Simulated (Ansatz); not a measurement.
Computed with DFT PBE, scalar-relativistic, plane waves, PAW (Ansatz 0.2.0). Settings: cutoff 420 eV, Γ-centred meshes spaced at most about 0.3 Å⁻¹, and about 0.25 Å⁻¹ or finer for metals (2π included), Gaussian smearing. No spin polarisation.

These are static total energies at zero pressure.

Problem. Which of these relaxed structures of Mg₂Si₃N₃ is the lowest in energy?
A.

```xyz
8
Lattice="3.1082 0.0000 0.0000 -1.5541 2.6917 0.0000 0.0000 0.0000 12.5135" Properties=species:S:1:pos:R:3 pbc="T T T"
Mg    0.0000    1.7945    0.7799
Mg    1.5541    0.8972    3.3696
Si    1.5541    0.8972   11.1549
Si    0.0000    1.7945    6.2212
Si    1.5541    0.8972    8.8659
N     0.0000    1.7945    2.7037
N     1.5541    0.8972    5.7906
N     0.0000    1.7945    8.0397
```

B.

```xyz
8
Lattice="2.9609 -3.4005 0.0000 2.9609 3.4005 0.0000 0.0000 0.0000 5.5767" Properties=species:S:1:pos:R:3 pbc="T T T"
Mg    4.4494    0.0000    1.7798
Mg    1.4724    0.0000    1.7798
Si    2.9609    1.5160    4.0240
Si    0.0000    0.0000    5.3324
Si    2.9609   -1.5160    4.0240
N     2.9609    0.0000    4.9635
N     1.4804   -1.7002    2.9900
N     1.4804    1.7002    2.9900
```

C.

```xyz
8
Lattice="6.4787 0.0000 0.0000 -3.2394 5.6108 0.0000 0.0000 0.0000 2.7405" Properties=species:S:1:pos:R:3 pbc="T T T"
Mg    3.2394    1.8703    0.0000
Mg    0.0000    3.7405    0.0000
Si   -0.6607    1.1443    0.0000
Si    2.5787    4.4664    0.0000
Si    1.3214    0.0000    0.0000
N    -1.2586    2.1800    1.3703
N     1.9807    3.4308    1.3703
N     2.5172    0.0000    1.3703
```

Solution. B. The next of these, C, lies 120 meV/atom higher. Forms: B Cmm2; C P-62m; A P3m1. B holds Si–Si units of three or more atoms (shortest 2.29 Å); C holds Si–Si units of three or more atoms (shortest 2.29 Å); A holds Si–Si pairs (shortest 2.29 Å). All come from invented guesses.

In Cmm2, P-62m, P3m1 an odd number of electrons in the primitive cell allows no gap without spin; a larger cell or a magnetic state could open one. Cells relaxed within their symmetry can be saddle points. Some structure types and database cells were kept out of the candidates from the start, so a known form may be missing.
